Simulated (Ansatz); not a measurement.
# MgO: the cost of one run

Program: Ansatz 0.2.0. Level of theory: DFT PBEsol, scalar-relativistic, plane waves, PAW. These are calculated values, not measurements.

**1. The structure to begin with**

Symmetry: P6_3/mmc, No. 194, hexagonal system. The conventional cell has a = 3.486 Å, b = 3.486 Å, c = 4.178 Å, α = 90.00°, β = 90.00°, γ = 120.00°. Around Mg (site symmetry -6m2) lie 5 O at 2.01 to 2.09 Å. O (site symmetry -6m2) is surrounded by 5 Mg at 2.01 to 2.09 Å.

Structure file:

```cif
data_structure
_symmetry_space_group_name_H-M 'P 1'
_symmetry_Int_Tables_number 1
_cell_length_a 3.4864
_cell_length_b 3.4864
_cell_length_c 4.1780
_cell_angle_alpha 90.000
_cell_angle_beta 90.000
_cell_angle_gamma 120.000
_cell_volume 43.98
loop_
_atom_site_label
_atom_site_type_symbol
_atom_site_fract_x
_atom_site_fract_y
_atom_site_fract_z
_atom_site_occupancy
Mg1 Mg 0.66667 0.33333 0.75000 1
Mg2 Mg 0.33333 0.66667 0.25000 1
O1 O 0.66667 0.33333 0.25000 1
O2 O 0.33333 0.66667 0.75000 1
```

It goes back to an entry of the Materials Project, which need not be the stable form.

No relaxation comes first: the listed cell is the starting point.

**2. The reference cell**

Reference values: F = -4951.4810 eV; pressure 1.10 GPa; largest force 0.000 eV/Å; gap on the mesh 3.32 eV. It was computed beforehand with the settings of the runs below.

**3. The scan: energy and stress against strain**

The cell is strained by ε times the Voigt pattern (0, 0, 1, 0, 0, 0) (xx, yy, zz, yz, xz, xy; engineering shear), with fractional coordinates fixed (clamped ions). The stress on the pattern is the sum of the stress components weighted by it, tension positive.

**4. At ε = -0.1500**

The input, input.yaml:

```yaml
crystal:
  lattice:
    - [3.4863778627, 0.0, 0.0]
    - [-1.7431889314, 3.0192917963, 0.0]
    - [0.0, 0.0, 3.551335037]
  atoms:
    - { symbol: Mg, position: [0.6666666667, 0.3333333333, 0.75] }
    - { symbol: Mg, position: [0.3333333333, 0.6666666667, 0.25] }
    - { symbol: O, position: [0.6666666667, 0.3333333333, 0.25] }
    - { symbol: O, position: [0.3333333333, 0.6666666667, 0.75] }
basis:
  ecutwfc: 420
kpoints:
  mp_grid: { grid: [9, 9, 6] }
hamiltonian:
  xc: pbesol
scf:
  occupations: { method: gaussian, width: 0.05 }
output:
  forces: true
  stress: true
  eigenvalues: true
```

Q: Estimate wall time and peak memory on 1 thread of an Arm CPU, shared host.

About 1.8 s, with a peak of 0.29 GiB.
